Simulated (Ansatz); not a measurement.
# Ruthenium, bcc under r²SCAN: from relaxation to bulk modulus, part 2 of 2

Aim: take ruthenium in the bcc structure, relax it, solve it on a dense k-mesh, switch on spin-orbit coupling, then scale the cell to 7 volumes from 88 to 112 % of the relaxed one and try a fit of the equation of state. The k-meshes are 15×15×15 for the relaxation; 24×24×24 for the dense run; 14×14×14 for spin-orbit coupling; 16×16×16 for the volumes.

Ansatz 0.2.0; DFT, r2SCAN, plane waves (500 eV) with PAW, scalar-relativistic.

## 4. Spin-orbit coupling switched on

This is Ru in the bcc structure; at room conditions it is hcp.

The input, input.yaml:

```yaml
crystal:
  lattice:
    - [-1.5162517511, 1.5162517511, 1.5162517511]
    - [1.5162517511, -1.5162517511, 1.5162517511]
    - [1.5162517511, 1.5162517511, -1.5162517511]
  atoms:
    - { symbol: Ru, position: [0.0, 0.0, 0.0] }
hamiltonian:
  xc: r2scan
  pseudopotentials:
    kind: paw_fr
    azcp:
      Ru: "pseudopotentials/Ru.paw.azcp"
basis:
  ecutwfc: 500
  fft_grid_basis: typed
kpoints:
  mp_grid: { grid: [14, 14, 14], shift: [0, 0, 0] }
magnetization:
  noncollinear: true
  spin_orbit: true
scf:
  occupations: { method: fermi_dirac, width: 0.1 }
```

On the command line:

```bash
$ ansatz run input.yaml --threads 1 --pin off --max-ram 3584MiB --backend cpu --events-out ev --progress --plain --runs-dir out
```

The log of the run, shortened:

```text
[...]
Pseudopotentials: kind: paw_fr
Pseudopotential: Ru, paw_fr, valence charge 16, recommended cutoff 500 eV (meta_gga), <dir>
Functional definition: r2SCAN
[...]
non-collinear run that drives no moment, with spin-orbit: no starting moment large enough to seed its density (crystal.atoms[].spin), no starting occupations that ask for one, no magnetisation constraint and no magnetic field, so the semilocal B_xc is pinned to zero
Crystal: 1 atoms, lattice volume = 13.944 Å³
Basis set: ecut = 500 eV, 369 PW (Γ), exchange–correlation on 80×80×80 points (64 copies of the dense FFT grid, shifted against one another)
Bands: 24, of which v1, the nominal top of the filled ones, is band 16 counted from 1 (15 counted from 0)
Symmetry: 48 space group operations + 48 with time reversal
Magnetic group: BNS 229.141 (UNI 1643), of the structure as read, at distance tolerance 2.4e-5 Å
k-points: 104 of 2744
Projection manifold: j_resolved (fully-relativistic pseudo-atomic orbitals)
[...]
SCF iter   1: F=—  HF=-5884.013355 eV  |F-HF|=—  |Δ(HF+E_count)|=         —  Δρ=1.08e-1  dr2=1.57e0  dr2_τ=1.33e-2  dr2_m=0.00e0 (ungated)  ethr=3.10e-3  |M|=0.00e0 ∫|m|=0.00e0 μB  |m|>n=0.0e0 m-floor=0.0e0 τ_xc=0.0e0  β_m=0.30  ⟨swp⟩=6.6  Hψ=6380  notcnv=0  defer=26
[...]
SCF iter   8: F=-5883.605500 eV  HF=-5883.605500 eV  |F-HF|=2.89e-10  |Δ(HF+E_count)|=  1.13e-10  Δρ=2.28e-6  dr2=3.75e-10  dr2_τ=2.06e-11  dr2_m=0.00e0 (ungated)  ethr=5.29e-11  |M|=0.00e0 ∫|m|=0.00e0 μB  |m|>n=0.0e0 m-floor=0.0e0 τ_xc=0.0e0  ⟨swp⟩=1.0  Hψ=3320  notcnv=0
[...]
SCF converged after 8 iterations
Magnetization: |M| = 0.0000 μB,  M = (+0.0000, +0.0000, +0.0000) μB
Absolute magnetization: 0.0000 μB (∫|m|)
  site 0: m = (+0.0000, +0.0000, +0.0000) μB, |m| = 0.0000 μB  (R = 1.08 Å)
Free energy (F): -5883.605500 eV
[...]
E sigma→0 (E₀):  -5883.576852 eV
Entropy (-TS):   -0.057295 eV (-57.295 meV/atom)
Fermi energy:    22.818346 eV
[...]
```

Wall time 17 s (1 thread of Intel Xeon Platinum 8259CL at 2.50GHz (Skylake/Cascade Lake), shared host); peak memory 0.52 GiB.

Side by side:

```tsv
	scalar-relativistic	with spin-orbit coupling
k-mesh	24×24×24	14×14×14
gap on the mesh	none (levels filled in part)	none (levels filled in part)
```

The meshes differ, so small differences between the columns need not come from spin-orbit coupling.

## 5. Equation of state: 88 %

The input, input.yaml:

```yaml
crystal:
  lattice:
    - [-1.4529997497, 1.4529997497, 1.4529997497]
    - [1.4529997497, -1.4529997497, 1.4529997497]
    - [1.4529997497, 1.4529997497, -1.4529997497]
  atoms:
    - { symbol: Ru, position: [0.0, 0.0, 0.0] }
hamiltonian:
  xc: r2scan
  pseudopotentials:
    kind: paw
    azcp:
      Ru: "pseudopotentials/Ru.paw.azcp"
basis:
  ecutwfc: 500
  fft_grid_basis: typed
kpoints:
  mp_grid: { grid: [16, 16, 16], shift: [0, 0, 0] }
magnetization:
  spin_polarized: false
scf:
  occupations: { method: fermi_dirac, width: 0.1 }
  lower_state_search: "off"
output:
  stress: true
```

On the command line:

```bash
$ ansatz run input.yaml --threads 1 --pin off --max-ram 3584MiB --backend cpu --events-out ev --progress --plain --runs-dir out
```

The log of the run, shortened:

```text
[...]
[... 3 set-up lines as earlier in the session ...]
[...]
Crystal: 1 atoms, lattice volume = 12.270 Å³
Basis set: ecut = 500 eV, 321 PW (Γ), exchange–correlation on 80×80×80 points (64 copies of the dense FFT grid, shifted against one another)
Bands: 12, of which v1, the nominal top of the filled ones, is band 8 counted from 1 (7 counted from 0)
[... 1 set-up line as earlier in the session ...]
Space group: Im-3m (ITA 229), of the structure as read, at distance tolerance 2.3e-5 Å
k-points: 145 of 4096
[...]
SCF iter   1: F=-5889.831309 eV  HF=-5889.822729 eV  |F-HF|=8.58e-3  |Δ(HF+E_count)|=         —  Δρ=1.01e-2  dr2=4.77e-3  dr2_τ=9.88e-3  ethr=1.77e-3  ⟨swp⟩=5.2  Hψ=10737  notcnv=0
[...]
SCF iter   6: F=-5889.832735 eV  HF=-5889.832735 eV  |F-HF|=2.07e-9  |Δ(HF+E_count)|=   3.43e-8  Δρ=4.61e-6  dr2=6.60e-10  dr2_τ=2.06e-10  ethr=1.18e-10  ⟨swp⟩=2.0  Hψ=6434  notcnv=0
[...]
SCF converged after 6 iterations
Free energy (F): -5889.832735 eV
[...]
E sigma→0 (E₀):  -5889.807200 eV
Entropy (-TS):   -0.051071 eV (-51.071 meV/atom)
Fermi energy:    26.664653 eV
[...]
--- Stress (GPa, compression-positive) ---
       52.679195       0.000000      -0.000000
       -0.000000      52.679195       0.000000
       -0.000000       0.000000      52.679195
  P = ⅓ Tr σ = 52.6792 GPa (526.792 kbar)
```

Run time: 4 s. Hardware: 1 thread of Intel Xeon Platinum 8259CL at 2.50GHz (Skylake/Cascade Lake), shared host; peak memory 0.5 GiB.

## 6. Equation of state: 92 %

input.yaml, as its differences from that of step 5:

```diff
@@ -2,5 +2,5 @@
   lattice:
-    - [-1.4529997497, 1.4529997497, 1.4529997497]
-    - [1.4529997497, -1.4529997497, 1.4529997497]
-    - [1.4529997497, 1.4529997497, -1.4529997497]
+    - [-1.4746895109, 1.4746895109, 1.4746895109]
+    - [1.4746895109, -1.4746895109, 1.4746895109]
+    - [1.4746895109, 1.4746895109, -1.4746895109]
   atoms:
@@ -25 +25,5 @@
   stress: true
+  write_density: true
+  write_potential: true
+  elf: true
+  volumetric_format: npy
```

On the command line:

```bash
$ ansatz run input.yaml --threads 1 --pin off --max-ram 3584MiB --backend cpu --events-out ev --progress --plain --runs-dir out
```

The log of the run, shortened:

```text
[...]
[... 3 set-up lines as earlier in the session ...]
[...]
Crystal: 1 atoms, lattice volume = 12.828 Å³
Basis set: ecut = 500 eV, 321 PW (Γ), exchange–correlation on 80×80×80 points (64 copies of the dense FFT grid, shifted against one another)
Bands: 12, of which v1, the nominal top of the filled ones, is band 8 counted from 1 (7 counted from 0)
[... 2 set-up lines as earlier in the session ...]
k-points: 145 of 4096
[...]
SCF iter   1: F=-5889.976067 eV  HF=-5889.970127 eV  |F-HF|=5.94e-3  |Δ(HF+E_count)|=         —  Δρ=9.41e-3  dr2=3.79e-3  dr2_τ=7.82e-3  ethr=1.77e-3  ⟨swp⟩=5.2  Hψ=10788  notcnv=0
[...]
SCF iter   6: F=-5889.976950 eV  HF=-5889.976950 eV  |F-HF|=1.40e-9  |Δ(HF+E_count)|=   3.97e-8  Δρ=4.06e-6  dr2=5.79e-10  dr2_τ=1.71e-10  ethr=1.15e-10  ⟨swp⟩=5.1  Hψ=9694  notcnv=0
[...]
SCF converged after 6 iterations
Free energy (F): -5889.976950 eV
[...]
E sigma→0 (E₀):  -5889.949728 eV
Entropy (-TS):   -0.054445 eV (-54.445 meV/atom)
Fermi energy:    25.274484 eV
[...]
--- Stress (GPa, compression-positive) ---
       31.007542      -0.000000       0.000000
        0.000000      31.007542      -0.000000
        0.000000       0.000000      31.007542
  P = ⅓ Tr σ = 31.0075 GPa (310.075 kbar)
--- Band table (eV; the first three rows and the last of 145) ---
  k-point 0: bands = ["-50.2760", "-18.6941", "-18.6941", "-18.6941", "16.4252", "21.9326", "21.9326", "21.9326", "25.1550", "25.1550", "42.9107", "42.9107"]
[...]
```

Wall time 4.4 s (1 thread of Intel Xeon Platinum 8259CL at 2.50GHz (Skylake/Cascade Lake), shared host); peak memory 0.52 GiB.

## 7. Equation of state: 96 %

input.yaml, as its differences from that of step 6:

```diff
@@ -2,5 +2,5 @@
   lattice:
-    - [-1.4746895109, 1.4746895109, 1.4746895109]
-    - [1.4746895109, -1.4746895109, 1.4746895109]
-    - [1.4746895109, 1.4746895109, -1.4746895109]
+    - [-1.4957593505, 1.4957593505, 1.4957593505]
+    - [1.4957593505, -1.4957593505, 1.4957593505]
+    - [1.4957593505, 1.4957593505, -1.4957593505]
   atoms:
```

On the command line:

```bash
$ ansatz run input.yaml --threads 1 --pin off --max-ram 3584MiB --backend cpu --events-out ev --progress --plain --runs-dir out
```

The log of the run, shortened:

```text
[...]
[... 3 set-up lines as earlier in the session ...]
[...]
Crystal: 1 atoms, lattice volume = 13.386 Å³
Basis set: ecut = 500 eV, 321 PW (Γ), exchange–correlation on 80×80×80 points (64 copies of the dense FFT grid, shifted against one another)
Bands: 12, of which v1, the nominal top of the filled ones, is band 8 counted from 1 (7 counted from 0)
[... 2 set-up lines as earlier in the session ...]
k-points: 145 of 4096
[...]
SCF iter   1: F=-5890.053169 eV  HF=-5890.048800 eV  |F-HF|=4.37e-3  |Δ(HF+E_count)|=         —  Δρ=9.08e-3  dr2=3.43e-3  dr2_τ=6.78e-3  ethr=1.77e-3  ⟨swp⟩=5.1  Hψ=10706  notcnv=0
[...]
SCF iter   6: F=-5890.053796 eV  HF=-5890.053796 eV  |F-HF|=1.62e-9  |Δ(HF+E_count)|=   5.32e-8  Δρ=5.10e-6  dr2=1.27e-9  dr2_τ=3.25e-10  ethr=1.60e-10  ⟨swp⟩=4.9  Hψ=9807  notcnv=0
[...]
SCF converged after 6 iterations
Free energy (F): -5890.053796 eV
[...]
E sigma→0 (E₀):  -5890.024792 eV
Entropy (-TS):   -0.058009 eV (-58.009 meV/atom)
Fermi energy:    23.996257 eV
[...]
--- Stress (GPa, compression-positive) ---
       13.804349      -0.000000      -0.000000
        0.000000      13.804349       0.000000
       -0.000000      -0.000000      13.804349
  P = ⅓ Tr σ = 13.8043 GPa (138.043 kbar)
--- Band table (eV; the first three rows and the last of 145) ---
  k-point 0: bands = ["-51.4430", "-19.9561", "-19.9561", "-19.9561", "15.4033", "20.8482", "20.8482", "20.8482", "23.8972", "23.8972", "41.6384", "41.6384"]
[...]
```

Wall time 4.2 s (1 thread of Intel Xeon Platinum 8259CL at 2.50GHz (Skylake/Cascade Lake), shared host); peak memory 0.54 GiB.

## 8. Equation of state: 100 %

input.yaml, as its differences from that of step 7:

```diff
@@ -2,5 +2,5 @@
   lattice:
-    - [-1.4957593505, 1.4957593505, 1.4957593505]
-    - [1.4957593505, -1.4957593505, 1.4957593505]
-    - [1.4957593505, 1.4957593505, -1.4957593505]
+    - [-1.5162517511, 1.5162517511, 1.5162517511]
+    - [1.5162517511, -1.5162517511, 1.5162517511]
+    - [1.5162517511, 1.5162517511, -1.5162517511]
   atoms:
@@ -25,5 +25 @@
   stress: true
-  write_density: true
-  write_potential: true
-  elf: true
-  volumetric_format: npy
```

On the command line:

```bash
$ ansatz run input.yaml --threads 1 --pin off --max-ram 3584MiB --backend cpu --events-out ev --progress --plain --runs-dir out
```

The log of the run, shortened:

```text
[...]
[... 3 set-up lines as earlier in the session ...]
[...]
Crystal: 1 atoms, lattice volume = 13.944 Å³
Basis set: ecut = 500 eV, 369 PW (Γ), exchange–correlation on 80×80×80 points (64 copies of the dense FFT grid, shifted against one another)
Bands: 12, of which v1, the nominal top of the filled ones, is band 8 counted from 1 (7 counted from 0)
[... 2 set-up lines as earlier in the session ...]
k-points: 145 of 4096
[...]
SCF iter   1: F=-5890.076403 eV  HF=-5890.072902 eV  |F-HF|=3.50e-3  |Δ(HF+E_count)|=         —  Δρ=9.08e-3  dr2=3.56e-3  dr2_τ=6.49e-3  ethr=1.77e-3  ⟨swp⟩=5.1  Hψ=10729  notcnv=0
[...]
SCF iter   6: F=-5890.077173 eV  HF=-5890.077173 eV  |F-HF|=1.27e-9  |Δ(HF+E_count)|=   4.96e-8  Δρ=5.88e-6  dr2=2.07e-9  dr2_τ=2.95e-10  ethr=2.88e-10  ⟨swp⟩=2.8  Hψ=6186  notcnv=0
[...]
SCF converged after 6 iterations
Free energy (F): -5890.077173 eV
[...]
E sigma→0 (E₀):  -5890.046291 eV
Entropy (-TS):   -0.061764 eV (-61.764 meV/atom)
Fermi energy:    22.817236 eV
[...]
--- Stress (GPa, compression-positive) ---
        0.157120      -0.000000      -0.000000
        0.000000       0.157120       0.000000
       -0.000000      -0.000000       0.157120
  P = ⅓ Tr σ = 0.1571 GPa (1.571 kbar)
```

It took 4.5 s on 1 thread of Intel Xeon Platinum 8259CL at 2.50GHz (Skylake/Cascade Lake), shared host; peak memory 0.51 GiB.

## 9. Equation of state: 104 %

input.yaml, as its differences from that of step 8:

```diff
@@ -2,5 +2,5 @@
   lattice:
-    - [-1.5162517511, 1.5162517511, 1.5162517511]
-    - [1.5162517511, -1.5162517511, 1.5162517511]
-    - [1.5162517511, 1.5162517511, -1.5162517511]
+    - [-1.5362047202, 1.5362047202, 1.5362047202]
+    - [1.5362047202, -1.5362047202, 1.5362047202]
+    - [1.5362047202, 1.5362047202, -1.5362047202]
   atoms:
@@ -25 +25,5 @@
   stress: true
+  write_density: true
+  write_potential: true
+  elf: true
+  volumetric_format: npy
```

On the command line:

```bash
$ ansatz run input.yaml --threads 1 --pin off --max-ram 3584MiB --backend cpu --events-out ev --progress --plain --runs-dir out
```

The log of the run, shortened:

```text
[...]
[... 3 set-up lines as earlier in the session ...]
[...]
Crystal: 1 atoms, lattice volume = 14.501 Å³
Basis set: ecut = 500 eV, 369 PW (Γ), exchange–correlation on 80×80×80 points (64 copies of the dense FFT grid, shifted against one another)
Bands: 12, of which v1, the nominal top of the filled ones, is band 8 counted from 1 (7 counted from 0)
[... 2 set-up lines as earlier in the session ...]
k-points: 145 of 4096
[...]
SCF iter   1: F=-5890.057317 eV  HF=-5890.053919 eV  |F-HF|=3.40e-3  |Δ(HF+E_count)|=         —  Δρ=9.21e-3  dr2=3.77e-3  dr2_τ=6.61e-3  ethr=1.77e-3  ⟨swp⟩=5.1  Hψ=10751  notcnv=0
[...]
SCF iter   6: F=-5890.058181 eV  HF=-5890.058181 eV  |F-HF|=1.78e-9  |Δ(HF+E_count)|=   4.27e-8  Δρ=9.67e-6  dr2=7.66e-9  dr2_τ=5.22e-10  ethr=6.25e-10  ⟨swp⟩=8.4  Hψ=11239  notcnv=0
[...]
SCF converged after 6 iterations
Free energy (F): -5890.058181 eV
[...]
E sigma→0 (E₀):  -5890.025328 eV
Entropy (-TS):   -0.065706 eV (-65.706 meV/atom)
Fermi energy:    21.726640 eV
[...]
--- Stress (GPa, compression-positive) ---
      -10.647290      -0.000000       0.000000
        0.000000     -10.647290      -0.000000
        0.000000      -0.000000     -10.647290
  P = ⅓ Tr σ = -10.6473 GPa (-106.473 kbar)
--- Band table (eV; the first three rows and the last of 145) ---
  k-point 0: bands = ["-53.5270", "-22.1875", "-22.1875", "-22.1875", "13.6286", "18.9161", "18.9161", "18.9161", "21.6590", "21.6590", "39.3389", "39.3389"]
[...]
```

Run time: 6.5 s. Hardware: 1 thread of Intel Xeon Platinum 8259CL at 2.50GHz (Skylake/Cascade Lake), shared host; peak memory 0.52 GiB.

## 10. Equation of state: 108 %

input.yaml, as its differences from that of step 9:

```diff
@@ -2,5 +2,5 @@
   lattice:
-    - [-1.5362047202, 1.5362047202, 1.5362047202]
-    - [1.5362047202, -1.5362047202, 1.5362047202]
-    - [1.5362047202, 1.5362047202, -1.5362047202]
+    - [-1.5556524141, 1.5556524141, 1.5556524141]
+    - [1.5556524141, -1.5556524141, 1.5556524141]
+    - [1.5556524141, 1.5556524141, -1.5556524141]
   atoms:
```

On the command line:

```bash
$ ansatz run input.yaml --threads 1 --pin off --max-ram 3584MiB --backend cpu --events-out ev --progress --plain --runs-dir out
```

The log of the run, shortened:

```text
[...]
[... 3 set-up lines as earlier in the session ...]
[...]
Crystal: 1 atoms, lattice volume = 15.059 Å³
Basis set: ecut = 500 eV, 381 PW (Γ), exchange–correlation on 80×80×80 points (64 copies of the dense FFT grid, shifted against one another)
Bands: 12, of which v1, the nominal top of the filled ones, is band 8 counted from 1 (7 counted from 0)
[... 1 set-up line as earlier in the session ...]
Space group: Im-3m (ITA 229), of the structure as read, at distance tolerance 2.5e-5 Å
k-points: 145 of 4096
[...]
SCF iter   1: F=-5890.004620 eV  HF=-5890.001002 eV  |F-HF|=3.62e-3  |Δ(HF+E_count)|=         —  Δρ=9.51e-3  dr2=4.18e-3  dr2_τ=7.05e-3  ethr=1.77e-3  ⟨swp⟩=5.1  Hψ=10786  notcnv=0
[...]
SCF iter   6: F=-5890.005689 eV  HF=-5890.005689 eV  |F-HF|=2.53e-9  |Δ(HF+E_count)|=   4.90e-8  Δρ=9.79e-6  dr2=8.31e-9  dr2_τ=6.25e-10  ethr=6.25e-10  ⟨swp⟩=8.5  Hψ=11352  notcnv=0
[...]
SCF converged after 6 iterations
Free energy (F): -5890.005689 eV
[...]
E sigma→0 (E₀):  -5889.970778 eV
Entropy (-TS):   -0.069823 eV (-69.823 meV/atom)
Fermi energy:    20.715133 eV
[...]
--- Stress (GPa, compression-positive) ---
      -19.171430      -0.000000       0.000000
       -0.000000     -19.171430      -0.000000
        0.000000       0.000000     -19.171430
  P = ⅓ Tr σ = -19.1714 GPa (-191.714 kbar)
--- Band table (eV; the first three rows and the last of 145) ---
  k-point 0: bands = ["-54.4596", "-23.1776", "-23.1776", "-23.1776", "12.8538", "18.0523", "18.0523", "18.0523", "20.6596", "20.6596", "38.2960", "38.2960"]
[...]
```

It took 8.8 s on 1 thread of Intel Xeon Platinum 8259CL at 2.50GHz (Skylake/Cascade Lake), shared host; peak memory 0.52 GiB.

## 11. Equation of state: 112 %

input.yaml, as its differences from that of step 10:

```diff
@@ -2,5 +2,5 @@
   lattice:
-    - [-1.5556524141, 1.5556524141, 1.5556524141]
-    - [1.5556524141, -1.5556524141, 1.5556524141]
-    - [1.5556524141, 1.5556524141, -1.5556524141]
+    - [-1.5746256549, 1.5746256549, 1.5746256549]
+    - [1.5746256549, -1.5746256549, 1.5746256549]
+    - [1.5746256549, 1.5746256549, -1.5746256549]
   atoms:
```

On the command line:

```bash
$ ansatz run input.yaml --threads 1 --pin off --max-ram 3584MiB --backend cpu --events-out ev --progress --plain --runs-dir out
```

The log of the run, shortened:

```text
[...]
[... 3 set-up lines as earlier in the session ...]
[...]
Crystal: 1 atoms, lattice volume = 15.617 Å³
Basis set: ecut = 500 eV, 381 PW (Γ), exchange–correlation on 80×80×80 points (64 copies of the dense FFT grid, shifted against one another)
Bands: 12, of which v1, the nominal top of the filled ones, is band 8 counted from 1 (7 counted from 0)
[... 2 set-up lines as earlier in the session ...]
k-points: 145 of 4096
[...]
SCF iter   1: F=-5889.925510 eV  HF=-5889.921321 eV  |F-HF|=4.19e-3  |Δ(HF+E_count)|=         —  Δρ=9.87e-3  dr2=4.63e-3  dr2_τ=7.61e-3  ethr=1.77e-3  ⟨swp⟩=5.2  Hψ=10861  notcnv=0
[...]
SCF iter   6: F=-5889.926834 eV  HF=-5889.926834 eV  |F-HF|=6.01e-9  |Δ(HF+E_count)|=   4.51e-8  Δρ=1.24e-5  dr2=1.49e-8  dr2_τ=4.78e-10  ethr=6.25e-10  ⟨swp⟩=8.9  Hψ=11597  notcnv=0
[...]
SCF converged after 6 iterations
Free energy (F): -5889.926834 eV
[...]
E sigma→0 (E₀):  -5889.889784 eV
Entropy (-TS):   -0.074100 eV (-74.100 meV/atom)
Fermi energy:    19.774762 eV
[...]
--- Stress (GPa, compression-positive) ---
      -25.859580       0.000000       0.000000
       -0.000000     -25.859580       0.000000
        0.000000       0.000000     -25.859580
  P = ⅓ Tr σ = -25.8596 GPa (-258.596 kbar)
--- Band table (eV; the first three rows and the last of 145) ---
  k-point 0: bands = ["-55.3280", "-24.0953", "-24.0953", "-24.0953", "12.1420", "17.2476", "17.2476", "17.2476", "19.7295", "19.7295", "37.3158", "37.3158"]
[...]
```

Run time: 8.4 s. Hardware: 1 thread of Intel Xeon Platinum 8259CL at 2.50GHz (Skylake/Cascade Lake), shared host; peak memory 0.52 GiB.

## 12. Energy and pressure against volume

The cell was scaled evenly, with its shape and the fractional positions fixed.

```tsv
V (Å³/atom)	E − E₀ (meV/atom)	P from the stress (GPa)	P from the fit (GPa)
12.270	239.1	52.68	52.32
12.828	96.5	31.01	30.49
13.386	21.5	13.80	13.25
13.944	0.0	0.16	-0.39
14.501	20.9	-10.65	-11.20
15.059	75.5	-19.17	-19.77
15.617	156.5	-25.86	-26.56
```

A third-order Birch-Murnaghan fit gives V₀ = 13.926 Å³/atom, B₀ = 305 GPa and B₀′ = 4.8; it misses no point by more than 0.07 meV/atom.

The fit is made to E(σ → 0), while the stress belongs to the free energy F; that is one source of the offset between the two pressures.

## 13. Results

The summary covers parts 1 to 2.

```
                      quantity                         value
space group (spins left aside)               Im-3m (No. 229)
             conventional cell                   a = 3.033 Å
                        volume                13.944 Å³/atom
             shortest distance                       2.626 Å
               gap on the mesh  none (levels filled in part)
               relative to hcp                 +657 meV/atom
                   V₀, B₀, B₀′  13.926 Å³/atom, 305 GPa, 4.8
```

In words: The relaxation enlarged the cell by 2.9 % in volume. It lies 657 meV/atom above the element's reference form at the same level (hcp, from a run of its own), so it is far from stable. No gap shows: it is a metal or semimetal at this level. The total energy of the spin-orbit run lies +6.5 eV/atom from the scalar one, but the two kinds of run don't share a zero of energy: only differences within one kind count. The fitted modulus is 305 GPa, among the stiffest elements. The symmetry was held, so the structure may be unstable against distortions that break it.
